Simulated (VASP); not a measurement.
A run of VASP 6.6.1:

File INCAR:

```
  PREC = Accurate
  ENCUT = 600
  EDIFF = 1E-6
  ISMEAR = -1
  SIGMA = 0.1
  LREAL = False
  LASPH = True
  NELM = 80
  ALGO = Fast
  ISIF = 3
  LWAVE = False
  LCHARG = False
  GGA = B5
  ALDAX = 1.0
  AGGAX = 1.0
  AGGAC = 1.0
  ALDAC = 0.0
  IBRION = 2
  NSW = 80
  EDIFFG = -0.01
```

KPOINTS

```
regular mesh
0
Gamma
  12 12 12
```

File POSCAR:

```
Ta
1.0
    2.6919965271      0.0000000000      0.0000000000
    0.0000000000      2.6919965271      0.0000000000
    0.0000000000      0.0000000000      2.6919965271
Ta
1
Direct
    0.0000000000      0.0000000000      0.0000000000
```

Potentials or basis: VASP PAW PBE potentials, release 64 (Ta_pv).

Command:

```bash
$ cat potpaw_PBE.64/Ta_pv/POTCAR > POTCAR
$ mpirun -np 1 vasp_std > vasp.out
```

Hardware: 1 thread of AMD EPYC 7R13 Processor (Zen 3) (shared host).

Problem. Estimate the wall time of this run.

Solution. Run time: 64 s on 1 thread of AMD EPYC 7R13 Processor (Zen 3) (shared host), peak memory 0.12 GiB. Counts: scf iterations 43, k points 84, ion steps 4.
